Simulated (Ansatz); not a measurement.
Crystal: Sn.

```
Sn
1.0
    -1.72654    1.77555    2.33834
     1.72654   -1.77555    2.33834
     1.72654    1.77555   -2.33834
Sn
1
Direct
  0.00000 0.00000 0.00000
```

This isn't the form of Sn at room conditions, which is tetragonal (white tin).

| Property | Result |
| --- | --- |
| Program | Ansatz 0.2.0 |
| Task | single point |
| Functional | PBEsol |
| Potentials or basis | all-electron LAPW, scalar-relativistic |
| Cutoff | 155 eV (chosen from the basis error) |
| Basis error allowed | 0.001 eV/atom |
| k mesh | 11 × 11 × 11 |
| Occupations | fermi-dirac, width 0.05 eV |
| Spin | no spin polarisation |

On this cell: pressure -3.6 GPa; band gap on the k mesh none (metal or under the smearing width).

The same run follows on a disturbed copy (cell strained at random at fixed volume):

```xyz
1
Lattice="-1.6658 1.7656 2.2958 1.7444 -1.7991 2.3793 1.6824 1.8152 -2.3212" Properties=species:S:1:pos:R:3 pbc="T T T"
Sn   -0.0176    0.0062   -0.0314
```

Q: What changes?

A: The energy (extrapolated to zero smearing) moves by +4.9 meV/atom; pressure -3.6 GPa; band gap on the k mesh none (metal or under the smearing width).

Stress tensor (GPa, compression positive):
```
-2.76 -0.02 -0.57
-0.02 -4.50  0.15
-0.57  0.15 -3.46
```
